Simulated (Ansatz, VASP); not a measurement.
## InGa3As2 in VASP and in Ansatz

```
In Ga As
1.0
     4.67184    0.00000    0.00000
     0.00000    4.67184    0.00000
     0.00000    0.00000    6.88746
In Ga As
1 3 2
Direct
  0.50000 0.50000 0.00000
  0.00000 0.50000 0.50000
  0.50000 0.00000 0.50000
  0.00000 0.00000 0.50000
  0.50000 0.50000 0.27514
  0.50000 0.50000 0.72486
```

Alike in both runs: task single point; functional PBE; k mesh 4 × 4 × 4; occupations gaussian, width 0.1 eV; no spin polarisation.

```csv
,VASP,Ansatz
version,VASP 6.6.1,Ansatz 0.2.0
potentials or method,"VASP PAW PBE potentials, release 64 (In_d, Ga_d, As)","scalar-relativistic, plane waves, PAW"
plane-wave cutoff (eV),520,420
valence electrons in the cell,62,82
```

```csv
,VASP,Ansatz,Ansatz less VASP
gap on the k mesh at the Fermi level (eV),none,none,-
rms of the force components (eV/Å),6.348,6.386,+0.0380
```

Atom by atom the forces differ by 0.038 eV/Å (rms over components). A gap of «none» marks a metal or a gap that the smearing closes. The functional is the same, so the differences come from potentials, cutoffs and numerics. The two sets of potentials don't hold the same shells in valence.

Caveats: forces of over 1 eV/Å show positions far from the minimum, so gaps and moduli don't describe the material at rest.
